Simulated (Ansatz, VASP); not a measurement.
# One calculation of Al2O3, two programs

```
CELL_PARAMETERS angstrom
3.01748 0.00000 0.00000
-1.50874 2.61322 0.00000
0.00000 0.00000 7.57464
ATOMIC_POSITIONS crystal
Al 0.00000 0.00000 0.72205
Al 0.00000 0.00000 0.27795
O 0.00000 0.00000 0.50000
O 0.66667 0.33333 0.80055
O 0.33333 0.66667 0.19945
```

Measurements of this composition are mostly on another form, of space group No. 167.

Alike in both runs: task band structure; functional PBE; k mesh 7 × 7 × 3; occupations fermi-dirac, width 0.05 eV; no spin polarisation.

```csv
,VASP,Ansatz
version,VASP 6.6.1,Ansatz 0.2.0
potentials or method,"VASP PAW PBE potentials, release 64 (Al, O)",Ansatz PAW
plane-wave cutoff (eV),900,420
valence electrons in the cell,24,24
```

Ansatz gave:

```
gap on the k mesh at the Fermi level (eV)       : 2.30
least direct gap on the mesh (eV)               : 2.30
gap along the band path (eV)                    : 2.30
pressure (GPa)                                  : -0.5
largest component of the traceless stress (GPa) : 0.13
rms of the force components (eV/Å)              : 0.054
```

Problem. Estimate VASP's values.

Solution. gap on the k mesh at the Fermi level (eV): 2.29; least direct gap on the mesh (eV): 2.29; gap along the band path (eV): 2.29; pressure (GPa): -0.5; largest component of the traceless stress (GPa): 0.32; rms of the force components (eV/Å): 0.045.

Atom by atom the forces differ by 0.017 eV/Å (rms over components).

Caveats: the pressure holds a Pulay correction of +0.6 GPa for the finite cutoff (Ansatz). PBE gaps usually lie below the measured ones, often by a third to a half.
